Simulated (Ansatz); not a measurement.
Before relaxation, F put at a top C site (C, Fmmm (No. 69), (0 0 1) face):

```
CELL_PARAMETERS angstrom
2.46563 0.00000 0.00000
-1.23281 2.13417 0.00000
0.00000 0.00000 25.78427
ATOMIC_POSITIONS crystal
C 0.66670 0.33340 0.32966
C 0.33330 0.66660 0.32966
C 0.16670 0.33340 0.46122
C 0.83330 0.66660 0.46122
C 0.66670 0.33340 0.59277
C 0.33330 0.66660 0.59277
F 0.33330 0.66660 0.64474
```

All numbers below come from DFT PBE+D3(BJ), scalar-relativistic, plane waves, PAW in Ansatz 0.2.0. Cutoff 420 eV; k points 12×12×1 on the computed 7-atom cell (Γ-centred); Gaussian smearing, width 0.05 eV; collinear spin from starting moments 0 0 0 0 0 0 1 μB. The cell repeats along c with a dipole correction in the vacuum.

Atoms 1, 2 (counted from 1) are held. The cell is fixed. Force threshold 0.03 eV/Å.

```tsv
step	E − E_final (eV)	largest force (eV/Å)
1	2.062	10.783
2	0.470	4.276
3	0.013	0.408
4	0.006	0.207
5	0.003	0.093
6	0.002	0.011
7	0.002	0.010
8	0.002	0.071
9	0.001	0.108
10	0.001	0.087
11	0.000	0.021
12	0.000	0.021
13	0.000	0.007
```

Question: What is the final structure?

Answer:
```yaml
crystal:
  lattice:
    - [2.46563, 0.00000, 0.00000]
    - [-1.23281, 2.13417, 0.00000]
    - [0.00000, 0.00000, 25.78427]
  atoms:
    - { symbol: C, position: [0.66670, 0.33340, 0.32966] }
    - { symbol: C, position: [0.33330, 0.66660, 0.32966] }
    - { symbol: C, position: [0.05974, 0.11949, 0.46079] }
    - { symbol: C, position: [0.72638, 0.45276, 0.46089] }
    - { symbol: C, position: [0.73436, 0.46872, 0.58667] }
    - { symbol: C, position: [0.40099, 0.80198, 0.59921] }
    - { symbol: F, position: [0.40045, 0.80091, 0.65638] }
```

The end is the local minimum or symmetric point that this start leads to.

The reference crystal is a form of C, which isn't its usual structure.

Cost: 1 run of about 7.4 core-minutes, on AMD EPYC 7B13 (Zen 3) (shared hosts).